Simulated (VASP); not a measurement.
SrTiO3 (Tausonite), 5 atoms in the cell. It takes space group Pm-3m (No. 221, cubic). The conventional cell has a = 3.912 Å, b = 3.912 Å, c = 3.912 Å, α = 90.00°, β = 90.00°, γ = 90.00°. Sr (site symmetry m-3m) is surrounded by 12 O at 2.77 Å. Ti (site symmetry m-3m) is surrounded by 6 O at 1.96 Å. O (site symmetry 4/mmm) has 2 Ti at 1.96 Å as nearest neighbours. 

- Program: VASP 6.6.1
- Task: relaxation of cell and atoms
- Functional: r2SCAN
- Potentials or basis: VASP PAW PBE potentials, release 64 (Sr_sv, Ti_sv, O)
- Cutoff: 600 eV
- k mesh: 8 × 8 × 8
- Occupations: gaussian, width 0.03 eV
- Spin: no spin polarisation
- Further INCAR settings: ALGO = Normal; EDIFF = 1e-07; IBRION = 2; EDIFFG = -0.005; NSW = 90; ISIF = 3

Potentials or basis: VASP PAW PBE potentials, release 64 (Sr_sv, Ti_sv, O).

Run with:

```console
$ cat potpaw_PBE.64/Sr_sv/POTCAR potpaw_PBE.64/Ti_sv/POTCAR potpaw_PBE.64/O/POTCAR > POTCAR
$ mpirun -np 2 vasp_std > vasp.out
```

Hardware: 2 MPI ranks on Intel(R) Xeon(R) Platinum 8488C (Sapphire Rapids), with other jobs on the host.

How long does it take, and how much memory?

Run time: 85 s on 2 MPI ranks on Intel(R) Xeon(R) Platinum 8488C (Sapphire Rapids), with other jobs on the host, peak memory 0.22 GiB a rank. Counts: scf iterations 23, k points 35, ion steps 1.
